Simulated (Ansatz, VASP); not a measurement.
## One calculation of Rh, two programs

```xyz
1
Lattice="0.0000 1.8864 1.8864 1.8864 0.0000 1.8864 1.8864 1.8864 0.0000" Properties=species:S:1:pos:R:3 pbc="T T T"
Rh    0.0000    0.0000    0.0000
```

Alike in both runs: task single point; functional r2SCAN; k mesh 18 × 18 × 18; occupations gaussian, width 0.05 eV; no spin polarisation.

|  | VASP | Ansatz |
| --- | --- | --- |
| version | VASP 6.6.1 | Ansatz 0.2.0 |
| potentials or method | VASP PAW PBE potentials, release 64 (Rh_pv) | scalar-relativistic, plane waves, PAW |
| plane-wave cutoff (eV) | 520 | 600 |
| valence electrons in the cell | 15 | 17 |

|  | VASP | Ansatz | Ansatz less VASP |
| --- | --- | --- | --- |
| gap on the k mesh at the Fermi level (eV) | none | none | - |
| pressure (GPa) | 7.7 | 6.4 | -1.33 |

A gap of «none» marks a metal or a gap that the smearing closes. With one functional, cell and mesh, what is left measures potentials, basis and numerics. The two sets of potentials don't hold the same shells in valence.

Caveats: the PAW data sets were made with another functional, which shifts forces and pressure a little (VASP).
